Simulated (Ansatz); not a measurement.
# Structure optimisation: chromium, A15

The calculation used DFT, PBE, plane waves (420 eV) with PAW, scalar-relativistic (Ansatz 0.2.0).

k-point mesh 6×6×6, Fermi-Dirac smearing 0.05 eV, starting moments 1.50 ×8 μB. Cell and atoms relax.

Starting structure:

```cif
data_structure
_symmetry_space_group_name_H-M 'P 1'
_symmetry_Int_Tables_number 1
_cell_length_a 4.5779
_cell_length_b 4.5779
_cell_length_c 4.5779
_cell_angle_alpha 90.000
_cell_angle_beta 90.000
_cell_angle_gamma 90.000
_cell_volume 95.94
loop_
_atom_site_label
_atom_site_type_symbol
_atom_site_fract_x
_atom_site_fract_y
_atom_site_fract_z
_atom_site_occupancy
Cr1 Cr 0.00000 0.00000 0.00000 1
Cr2 Cr 0.50000 0.50000 0.50000 1
Cr3 Cr 0.25000 0.00000 0.50000 1
Cr4 Cr 0.75000 0.00000 0.50000 1
Cr5 Cr 0.50000 0.25000 0.00000 1
Cr6 Cr 0.50000 0.75000 0.00000 1
Cr7 Cr 0.00000 0.50000 0.25000 1
Cr8 Cr 0.00000 0.50000 0.75000 1
```

Q: The pressure at the start is -5.7 GPa. By how much does the volume change?

A: From 11.99 to 11.71 Å³ per atom, -2.4 %. The final cell has a = 4.542 Å.

Q: How much energy does the relaxation gain?

A: 5.1 meV per atom.

Path of the relaxation (the plane waves are chosen anew near the end, which can shift the energy a little):

```csv
step,E − E(final) (meV/atom),V (Å³/atom),P (GPa),max force (eV/Å)
0,5.12,11.993,-5.71,0.000
1,-0.10,11.737,-0.55,0.000
2,-0.16,11.710,0.02,0.000
3,0.00,11.710,0.01,0.000
```

Q: Which magnetic state does it end in?

A: non-magnetic.
